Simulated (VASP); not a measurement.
Set up this calculation in VASP 6.6.1, as the native input.

* Task: relaxation of cell and atoms
* Functional: PBE
* Potentials or basis: VASP PAW PBE potentials, release 64 (Hf_pv)
* Cutoff: 350 eV
* k mesh: 15 × 15 × 8
* Occupations: gaussian, width 0.1 eV
* Spin: no spin polarisation
* Further INCAR settings: ALGO = Normal; EDIFF = 1e-07; IBRION = 2; EDIFFG = -0.002; NSW = 80; ISIF = 3

The structure of Hf lies in POSCAR:

```
Hf
1.0
    3.1967000000      0.0000000000      0.0000000000
   -1.5983500000      2.7684234100      0.0000000000
    0.0000000000      0.0000000000      5.0578000000
Hf
2
Direct
    0.3333333300      0.6666666700      0.2500000000
    0.6666666700      0.3333333300      0.7500000000
```

One way to write it, as run:

INCAR

```
SYSTEM = Hf
PREC = Accurate
ENCUT = 350
EDIFF = 1E-7
ISMEAR = 0
SIGMA = 0.1
LREAL = .False.
LASPH = .True.
NELM = 100
ALGO = Normal
ISIF = 3
LWAVE = .False.
LCHARG = .False.
GGA = PE
IBRION = 2
NSW = 80
EDIFFG = -0.002
```

KPOINTS

```
Automatic mesh
0
Gamma
  15 15 8
  0 0 0
```

Potentials or basis: VASP PAW PBE potentials, release 64 (Hf_pv).

Launch:

```sh
$ cat potpaw_PBE.64/Hf_pv/POTCAR > POTCAR
$ mpirun -np 1 vasp_std > vasp.out
```

It gave:

The relaxed volume is 22.42 Å³/atom, the relaxed cell is a = 3.200 Å, b = 3.200 Å, c = 5.057 Å, α = 90.00°, β = 90.00°, γ = 120.00° and the space group after relaxing (to 0.05 Å) is P6_3/mmc (No. 194). The energy gained by relaxing is 0.0 meV/atom. The ionic steps are 8 and the pressure after relaxing is 0.0 GPa. The band gap on the k mesh is none (metal or under the smearing width).

Run time: 91 s on 1 thread of Intel(R) Xeon(R) Platinum 8375C CPU @ 2.90GHz (Ice Lake), on a shared host, peak memory 0.17 GiB.
